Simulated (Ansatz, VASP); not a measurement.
# Cross-check of BaTiO3 between VASP and Ansatz

Aim: how closely do two programs agree when they are given the same cell, functional and k mesh?

Main program and level: Ansatz 0.2.0; plane waves, with VASP 6.6.1 beside it; single point at PBEsol and dielectric response at LDA.

### 1. Starting point

It takes space group P4mm (No. 99, tetragonal). Conventional cell: a = 3.990 Å, b = 3.990 Å, c = 4.023 Å, α = 90.00°, β = 90.00°, γ = 90.00°. Nearest to Ba lie 12 O at 2.80 to 2.87 Å. Nearest to Ti lie 6 O at 1.84 to 2.18 Å. Nearest to O lie 2 Ti at 1.84 to 2.18 Å and 4 Ba at 2.82 Å. Nearest to O lie 2 Ti at 2.00 Å and 4 Ba at 2.80 to 2.87 Å. Farther neighbours and most contacts between anions are not listed.

### 2. Ansatz: single point, PBEsol

Ansatz runs on its default PAW (the set named soft_2) files.

A single point gives forces, pressure and levels at one fixed geometry, so differences don't come from the geometry; what else differs is listed under the comparison.

Contents of input.yaml:

```yaml
crystal:
  lattice:
    - [3.99048, 0.0, 0.0]
    - [0.0, 3.99048, 0.0]
    - [0.0, 0.0, 4.02303]
  atoms:
    - { symbol: Ba, position: [0.0, 0.0, 0.0] }
    - { symbol: Ti, position: [0.5, 0.5, 0.522] }
    - { symbol: O, position: [0.5, 0.5, 0.979] }
    - { symbol: O, position: [0.5, 0.0, 0.488] }
    - { symbol: O, position: [0.0, 0.5, 0.488] }
hamiltonian:
  xc: pbesol
  pseudopotentials: { kind: paw }
kpoints:
  mp_grid: { grid: [6, 6, 6] }
scf:
  occupations: { method: gaussian, width: 0.05 }
  n_extra_bands: 5
output:
  forces: true
  stress: true
  eigenvalues: true
```

Run with:

```sh
ansatz run input.yaml --threads 2 --pin off --max-ram 4608MiB --backend cpu --events-out ev --progress --plain --runs-dir out
```

Numbers of over 12 decimals in the logs are rounded to 6 here.

The log of the run:

```text
scf.n_extra_bands = 5 over 20 filled bands (N_el = 40.0): the run solves 25 bands
Engine: ansatz 0.2.0, aarch64-unknown-linux-gnu
Pseudopotentials: kind: paw
Pseudopotential: Ba, paw, valence charge 10, recommended cutoff 420 eV (normal), Ba.paw.azcp
Pseudopotential: Ti, paw, valence charge 12, recommended cutoff 420 eV (normal), Ti.paw.azcp
Pseudopotential: O, paw, valence charge 6, recommended cutoff 420 eV (normal), O.paw.azcp
Functional definition: PBEsol
  exchange = pbesol_x
  correlation = pbesol_c
Crystal: 5 atoms, lattice volume = 64.062 Å³
Basis set: ecut = 420 eV, 1245 PW (Γ), exchange–correlation on 54×54×54 points (8 copies of the dense FFT grid, shifted against one another)
Bands: 25, of which v1, the nominal top of the filled ones, is band 20 counted from 1 (19 counted from 0)
Symmetry: 8 space group operations
Space group: P4mm (ITA 99), of the structure as read, at distance tolerance 4.0e-5 Å
k-points: 40 of 216 (time reversal used)
Non-local potential: Ba, projectors of the file, l = 0: 3, l = 1: 2, l = 2: 2, l = 3: 2
Non-local potential: Ti, projectors of the file, l = 0: 3, l = 1: 2, l = 2: 3, l = 3: 1
Non-local potential: O, projectors of the file, l = 0: 2, l = 1: 2, l = 2: 1
PAW form: soft (Blöchl's): semilocal exchange-correlation on the pseudo side does not see the compensation charge
PAW frozen core: Ba, regenerated for the run's functional, and the local potential with it (the file was generated under x = pbe(κ = 0.804, μ = 0.219515), c = pbe(β = 0.066725))
PAW frozen core: Ti, regenerated for the run's functional, and the local potential with it (the file was generated under x = pbe(κ = 0.804, μ = 0.219515), c = pbe(β = 0.066725))
PAW frozen core: O, regenerated for the run's functional, and the local potential with it (the file was generated under x = pbe(κ = 0.804, μ = 0.219515), c = pbe(β = 0.066725))
PAW one-centre angular grid: Ba, 194 points (default); XC on 64 Gauss nodes
PAW one-centre angular grid: Ti, 590 points (default); XC on 64 Gauss nodes
PAW one-centre angular grid: O, 110 points (default); XC on 64 Gauss nodes
Initial density: superposition of atomic densities (neutral atoms: chi_scale 0, normalization atom), corrected by the library's trained network
Initial wavefunctions: pseudopotential atomic-orbital guess
Functional: x = pbesol(κ = 0.804, μ = 0.123457), c = pbesol(β = 0.046)
SCF iter   1: F=—  HF=-10027.500897 eV  |F-HF|=—  |Δ(HF+E_count)|=         —  Δρ=1.70e-2  dr2=1.61e-1  ethr=1.77e-3  ⟨swp⟩=6.1  Hψ=5009  notcnv=0
preconditioner: auto → Resta (q_TF=auto, 2.522 Å⁻¹)  ε∞=5.8  [insulator: Δε(μ)=1.619 eV  Ē_g=11.965 eV  σ=0.050 eV  W_gap=1.00  n_scr=18 (ndim 8)  ℏωp=26.2 eV  f_vac=0.000  D(μ)=0.00/eV (n_scr^D=0)  ε∞_Penn≈5.8]
SCF iter   2: F=—  HF=-10027.468015 eV  |F-HF|=—  |Δ(HF+E_count)|=   3.29e-2  Δρ=4.35e-3  dr2=1.45e-2  ethr=4.01e-4  ⟨swp⟩=2.3  Hψ=1810  notcnv=0  defer=40
SCF iter   3: F=—  HF=-10027.466335 eV  |F-HF|=—  |Δ(HF+E_count)|=   1.68e-3  Δρ=1.46e-3  dr2=1.65e-3  ethr=3.63e-5  ⟨swp⟩=2.3  Hψ=1366  notcnv=0  defer=40
SCF iter   4: F=—  HF=-10027.466138 eV  |F-HF|=—  |Δ(HF+E_count)|=   1.97e-4  Δρ=1.37e-4  dr2=1.20e-5  ethr=4.12e-6  ⟨swp⟩=2.0  Hψ=1373  notcnv=0  defer=40
SCF iter   5: F=—  HF=-10027.465890 eV  |F-HF|=—  |Δ(HF+E_count)|=   2.48e-4  Δρ=2.65e-5  dr2=5.13e-7  ethr=2.99e-8  ⟨swp⟩=2.1  Hψ=1731  notcnv=0  defer=40
SCF iter   6: F=-10027.465890 eV  HF=-10027.465890 eV  |F-HF|=7.52e-9  |Δ(HF+E_count)|=   1.01e-7  Δρ=8.38e-6  dr2=2.96e-8  ethr=2.50e-10  ⟨swp⟩=10.2  Hψ=5612  notcnv=0
SCF 1 converged in 6 iterations: F = -10027.465890 eV  dr2 = 2.96e-8
  greatest PAW one-centre occupation: 0.999 electrons in one spin orbital (limit 2), on the Ti atom at site 1 (counted from 0), in its partial waves of l = 0
SCF converged after 6 iterations
Free energy (F): -10027.465890 eV
Harris-Foulkes:  -10027.465890 eV  (|F-HF|=7.52e-9)
Internal energy: -10027.465890 eV  (E = F + TS)
E sigma→0 (E₀):  -10027.465890 eV
Fermi energy:    11.161434 eV
--- Per-component energies (eV) ---
  E_band       = -142.909940
  E_kinetic    = 967.699012
  E_local      = -2101.936201  (includes V_loc(G=0)·N_el)
  E_nonlocal   = 207.076923
  E_hartree    = 818.468362
  E_xc         = -486.162039
  E_vxc        = -542.974353  (∫ρ·V_xc dr)
  E_paw        = -6616.839473  (= ΣΔE_a)
  E_vpaw       = -309.722698  (= ΣTr[D̂ρ^β])
  E_aug_tail   = 0.007426  (compensation charges beyond the density's cutoff)
  E_ewald      = -2816.176581
  E_core_change = 0.396681  (= ΣΔE_core)
  E_smearing   = -0.000000  (= −TS)
  E_closure    = -0.000000  (closes the sum)
  Σ components = -10027.465890   (vs F -10027.465890, Δ=0.00e0)
--- Forces (eV/Å), atoms counted from 1 ---
  atom   1  Ba     0.00000000    -0.00000000     0.15615543
  atom   2  Ti    -0.00000000    -0.00000000    -0.14614051
  atom   3  O     -0.00000000    -0.00000000    -0.06215790
  atom   4  O      0.00000000     0.00000000     0.02603965
  atom   5  O     -0.00000000     0.00000000     0.02603965
  max |Σ_I F_I| component: 6.37e-5 eV/Å
--- Stress (GPa, compression-positive) ---
       -3.090358       0.000000       0.000000
        0.000000      -3.090358       0.000000
        0.000000       0.000000      -0.793334
  P = ⅓ Tr σ = -2.3247 GPa (-23.247 kbar)
--- Band table (eV; the first three rows and the last of 40) ---
  k-point 0: bands = [... 16 lower, 9.0390, 9.8387, 9.9064, 9.9064, 12.0692, 12.4420, 12.4420, 14.3978, ... 1 higher]
  k-point 1: bands = [... 16 lower, 8.8191, 9.3366, 9.8172, 9.8172, 12.1019, 12.8494, 12.8494, 14.3954, ... 1 higher]
  k-point 2: bands = [... 16 lower, 8.4385, 8.6014, 9.6454, 9.6454, 12.1696, 13.5846, 13.5846, 14.3952, ... 1 higher]
  k-point 39: bands = [... 16 lower, 7.8548, 10.0792, 10.0792, 10.2537, 14.5089, 14.5216, 14.5216, 16.6896, ... 1 higher]
```

It took 6.3 s on 2 threads of Arm Neoverse N1, shared host; peak memory 0.38 GiB.

The run ends at a pressure of -2.32 GPa, with forces up to 0.16 eV/Å.

### 3. VASP: single point, PBEsol

The same cell, functional, mesh and smearing now go to VASP, with its own data sets and cutoff.

Lines of VASP's logs that name or quote its potential files are left out, and so is its time.

Contents of INCAR:

```
SYSTEM = BaTiO3
PREC = Accurate
ENCUT = 520
EDIFF = 1E-05
NELM = 100
ISMEAR = 0
SIGMA = 0.05
LREAL = .FALSE.
ALGO = Normal
GGA = PS
NBANDS = 26
LASPH = .TRUE.
LORBIT = 11
LWAVE = .FALSE.
LCHARG = .FALSE.
KPAR = 8
```

Contents of POSCAR:

```
BaTiO3
1.0
    3.9904800000      0.0000000000      0.0000000000
    0.0000000000      3.9904800000      0.0000000000
    0.0000000000      0.0000000000      4.0230300000
Ba Ti O
1 1 3
Direct
    0.0000000000      0.0000000000      0.0000000000
    0.5000000000      0.5000000000      0.5220000000
    0.5000000000      0.5000000000      0.9790000000
    0.5000000000      0.0000000000      0.4880000000
    0.0000000000      0.5000000000      0.4880000000
```

Contents of KPOINTS:

```
Automatic mesh
0
Gamma
6 6 6
0 0 0
```

Potentials, in the order of the species: Ba_sv, Ti_sv and O (PBE family, release 64).

Run with:

```sh
mpirun -np 8 vasp_std
```

The log of the run:

```text
[banner, memory and clock lines left out]
running    8 mpi-ranks, on    1 nodes
 distrk:  each k-point on    1 cores,    8 groups
 distr:  one band on    1 cores,    1 groups

 POSCAR found type information on POSCAR BaTiO
 POSCAR found :  3 types and       5 ions
|                                                                             |
|           W    W    AA    RRRRR   N    N  II  N    N   GGGG   !!!           |
|           W    W   A  A   R    R  NN   N  II  NN   N  G    G  !!!           |
|           W    W  A    A  R    R  N N  N  II  N N  N  G       !!!           |
|           W WW W  AAAAAA  RRRRR   N  N N  II  N  N N  G  GGG   !            |
|           WW  WW  A    A  R   R   N   NN  II  N   NN  G    G                |
|           W    W  A    A  R    R  N    N  II  N    N   GGGG   !!!           |
|                                                                             |
|     For optimal performance we recommend to set                             |
|       NCORE = 2 up to number-of-cores-per-socket                            |
|     NCORE specifies how many cores store one orbital (NPAR=cpu/NCORE).      |
|     This setting can greatly improve the performance of VASP for DFT.       |
|     The default, NCORE=1 might be grossly inefficient on modern             |
|     multi-core architectures or massively parallel machines. Do your        |
|     Unfortunately you need to use the default for GW and RPA                |
|     calculations (for HF NCORE is supported but not extensively tested      |
|     yet).                                                                   |
|                                                                             |

|                                                                             |
|               ----> ADVICE to this user running VASP <----                  |
|                                                                             |
|     You enforced a specific xc type in the INCAR file but a different       |
|     [... a line on the potential file left out ...]
|     I HOPE YOU KNOW WHAT YOU ARE DOING!                                     |
|                                                                             |

 LDA part: xc-table for (Slater+PW92), standard interpolation
 POSCAR, INCAR and KPOINTS ok, starting setup
 FFT: planning ... GRIDC
 FFT: planning ... GRID_SOFT
 FFT: planning ... GRID
 WAVECAR not read
 entering main loop
       N       E                     dE             d eps       ncg     rms          rms(c)
DAV:   1     0.443716503235E+03    0.44372E+03   -0.21278E+04  2080   0.168E+03
DAV:   2    -0.314200505896E+01   -0.44686E+03   -0.43148E+03  2452   0.454E+02
DAV:   3    -0.499072813986E+02   -0.46765E+02   -0.46502E+02  3016   0.142E+02
DAV:   4    -0.520273192958E+02   -0.21200E+01   -0.21172E+01  3012   0.265E+01
DAV:   5    -0.520941777950E+02   -0.66858E-01   -0.66845E-01  2934   0.377E+00    0.232E+01
DAV:   6    -0.421926504175E+02    0.99015E+01   -0.60499E+01  3052   0.713E+01    0.993E+00
DAV:   7    -0.421537061364E+02    0.38944E-01   -0.10312E+01  2758   0.232E+01    0.679E+00
DAV:   8    -0.419876757903E+02    0.16603E+00   -0.10454E+00  2678   0.964E+00    0.261E+00
DAV:   9    -0.420074164342E+02   -0.19741E-01   -0.23009E-01  2714   0.306E+00    0.107E+00
DAV:  10    -0.419983052621E+02    0.91112E-02   -0.87066E-02  2724   0.249E+00    0.541E-01
DAV:  11    -0.419951380521E+02    0.31672E-02   -0.14828E-02  3204   0.102E+00    0.690E-02
DAV:  12    -0.419950378124E+02    0.10024E-03   -0.92119E-04  2410   0.275E-01    0.393E-02
DAV:  13    -0.419950226328E+02    0.15180E-04   -0.33208E-04  2964   0.187E-01    0.400E-02
DAV:  14    -0.419950007672E+02    0.21866E-04   -0.84368E-05  2372   0.614E-02    0.122E-02
DAV:  15    -0.419949986475E+02    0.21197E-05   -0.13104E-05  1318   0.285E-02
   1 F= -.41994999E+02 E0= -.41994999E+02  d E =-.198537E-14
```

From OUTCAR (step 3):

```text
ion  position               nearest neighbor table
   1  0.000  0.000  0.000-   4 2.80   5 2.80   5 2.80   4 2.80   3 2.82   3 2.82   3 2.82   3 2.82
                             4 2.87   5 2.87   4 2.87   5 2.87   2 3.41   2 3.41   2 3.41   2 3.41
   2  0.500  0.500  0.522-   3 1.84   4 2.00   5 2.00   4 2.00   5 2.00   3 2.18   1 3.41   1 3.41
                             1 3.41   1 3.41   1 3.52   1 3.52   1 3.52   1 3.52
   3  0.500  0.500  0.979-   2 1.84   2 2.18   1 2.82   1 2.82   1 2.82   1 2.82
   4  0.500  0.000  0.488-   2 2.00   2 2.00   1 2.80   1 2.80   1 2.87   1 2.87
   5  0.000  0.500  0.488-   2 2.00   2 2.00   1 2.80   1 2.80   1 2.87   1 2.87

  LATTYP: Found a simple tetragonal cell.
 ALAT       =     3.9904800000
 C/A-ratio  =     1.0081569135

 Subroutine GETGRP returns: Found  8 space group operations
 (whereof  8 operations were pure point group operations)

The static configuration has the point symmetry C_4v.

 Found     40 irreducible k-points:

   k-points           NKPTS =     40   k-points in BZ     NKDIM =     40   number of bands    NBANDS=     26

   dimension x,y,z NGX =    30 NGY =   30 NGZ =   30
   dimension x,y,z NGXF=    60 NGYF=   60 NGZF=   60

   ENCUT  =  520.0 eV  38.22 Ry    6.18 a.u.   7.42  7.42  7.48*2*pi/ulx,y,z

   NELECT =      40.0000    total number of electrons

 k-points in reciprocal lattice and weights: Automatic mesh
   0.00000000  0.00000000  0.00000000       0.005
   0.16666667  0.00000000  0.00000000       0.019
   0.33333333  0.00000000  0.00000000       0.019
   0.50000000  0.00000000  0.00000000       0.009
   0.16666667  0.16666667  0.00000000       0.019
   0.33333333  0.16666667  0.00000000       0.037
   0.50000000  0.16666667  0.00000000       0.019
   0.33333333  0.33333333  0.00000000       0.019
   0.50000000  0.33333333  0.00000000       0.019
[...]
0.50000000  0.33333333  0.50000000       0.019
   0.50000000  0.50000000  0.50000000       0.005

 average (electrostatic) potential at core
       1 -32.7751       2 -76.6118       3 -69.8620       4 -69.6201       5 -69.6201

 E-fermi :   4.0275

 k-point     1 :       0.0000    0.0000    0.0000
  band No.  band energies     occupation
    ...
     16       2.3539      2.00000
     17       2.5826      2.00000
     18       3.3221      2.00000
     19       3.3945      2.00000
     20       3.3945      2.00000
     21       5.5266      0.00000
     22       5.9069      0.00000
     23       5.9069      0.00000
     24       7.8532      0.00000
     25       8.0477      0.00000
    ...

 k-point     2 :       0.1667    0.0000    0.0000
  band No.  band energies     occupation
    ...
     16       2.1474      2.00000
     17       2.4068      2.00000
     18       2.8444      2.00000
     19       3.1381      2.00000
     20       3.2690      2.00000
     21       5.9209      0.00000
     22       6.0764      0.00000
     23       6.1805      0.00000
     24       7.9914      0.00000
     25       8.5786      0.00000
    ...

 k-point     3 :       0.3333    0.0000    0.0000
  band No.  band energies     occupation
    ...
     16       1.9358      2.00000
     17       2.0096      2.00000
     18       2.2108      2.00000
     19       2.7801      2.00000
     20       2.9363      2.00000
     21       6.0029      0.00000
     22       6.9185      0.00000
     23       6.9496      0.00000
     24       7.9877      0.00000
     25       9.3901      0.00000
    ...

  Total       -0.5205720     -0.5205720      0.4482860      0.0000000      0.0000000      0.0000000
  in kB      -13.0193061    -13.0193061     11.2114621      0.0000000      0.0000000      0.0000000
  external PRESSURE =      -4.9423834 kB  Pullay stress =       0.0000000 kB

  energy-cutoff  :      520.00
  volume of cell :       64.06
      direct lattice vectors                 reciprocal lattice vectors
     3.990480000  0.000000000  0.000000000     0.250596419  0.000000000  0.000000000
     0.000000000  3.990480000  0.000000000     0.000000000  0.250596419  0.000000000
     0.000000000  0.000000000  4.023030000     0.000000000  0.000000000  0.248568865

 POSITION                                       TOTAL-FORCE (eV/Angst)
 -----------------------------------------------------------------------------------
      0.00000      0.00000      0.00000         0.000000      0.000000      0.140162
      1.99524      1.99524      2.10002        -0.000000     -0.000000     -0.203517
      1.99524      1.99524      3.93855        -0.000000      0.000000     -0.005664
      1.99524      0.00000      1.96324         0.000000      0.000000      0.034509
      0.00000      1.99524      1.96324        -0.000000      0.000000      0.034509
 -----------------------------------------------------------------------------------
    total drift:                                0.000000      0.000000     -0.000817

  FREE ENERGIE OF THE ION-ELECTRON SYSTEM (eV)
  ---------------------------------------------------
  free  energy   TOTEN  =       -41.9949986475 eV

  energy  without entropy=      -41.9949986475  energy(sigma->0) =      -41.99499865

 total charge
# of ion       s       p       d       tot
------------------------------------------
    1        2.003   5.634   0.338   7.975
    2        2.221   6.281   1.763  10.265
    3        1.564   3.452   0.000   5.016
    4        1.558   3.449   0.000   5.007
    5        1.558   3.449   0.000   5.007
--------------------------------------------------
tot          8.904  22.265   2.101  33.270

[... 3 further parts left out ...]
```

The run ends at a pressure of -0.49 GPa, with forces up to 0.20 eV/Å.

### 4. Comparison

Known differences besides the potentials themselves: the cutoff is 420 eV in Ansatz and 520 eV in VASP; Ansatz makes its cores anew for this functional, VASP keeps those of its PBE data sets. Total energies have different zeros and are not compared.

The two programs side by side:

| quantity | Ansatz | VASP | difference |
| --- | --- | --- | --- |
| pressure (GPa) | -2.32 | -0.49 | -1.83 |
| pressure without Ansatz's Pulay correction (GPa) | -2.92 | -0.49 | -2.42 |
| gap on the k mesh (eV) | 1.815 | 1.749 | +0.067 |

Forces (eV/Å; atoms numbered as in POSCAR):

| atom | Ansatz x, y, z | VASP x, y, z |
| --- | --- | --- |
| Ba1 | 0.000, 0.000, 0.156 | 0.000, 0.000, 0.140 |
| Ti2 | 0.000, 0.000, -0.146 | 0.000, 0.000, -0.204 |
| O3 | 0.000, 0.000, -0.062 | 0.000, 0.000, -0.006 |
| O4 | 0.000, 0.000, 0.026 | 0.000, 0.000, 0.035 |
| O5 | 0.000, 0.000, 0.026 | 0.000, 0.000, 0.035 |

The forces differ by 21 meV/Å r.m.s., which is 32.9 % of the r.m.s. force of 0.07 eV/Å (both taken over all components). A gap on the mesh is an upper bound, since the band edges may lie between its points. Ansatz's pressure holds a Pulay correction of 0.59 GPa; VASP's holds none.

### 5. Further runs

Further runs change the set-up of one program: Ansatz's method, potentials or start, or VASP's data sets, cutoff or form of LDA. The table gives Ansatz less VASP for each quantity, since a change that brings one quantity closer may part another.

| run | r.m.s. force difference (meV/Å) | pressure (GPa) | gap on the k mesh (eV) | pressure without Ansatz's Pulay correction (GPa) |
| --- | --- | --- | --- | --- |
| as above | 21 | -1.8 | 0.067 | -2.4 |
| cores kept as stored | 19 | -1.7 | 0.066 | -2.3 |
| Ansatz's larger PAW set (cutoff 910 eV) | 23 | -1.8 | 0.062 |  |
| norm-conserving potentials (cutoff 1143 eV) | 23 | -2.2 | 0.083 |  |

(Part 1 of 2 ends here.)

[Lines on the potential files, build, host, timing and source positions are cut from VASP's logs without a mark.]

[Logs are printed without paths, hosts, clocks, repeated set-up lines and the standing remarks that a program may print on its own settings, such as how far it seeks lower states.]

[Hosts, paths, dates, database ids (printed as entryN), source tags and the programs' standing remarks are cut or masked in the printed files.]
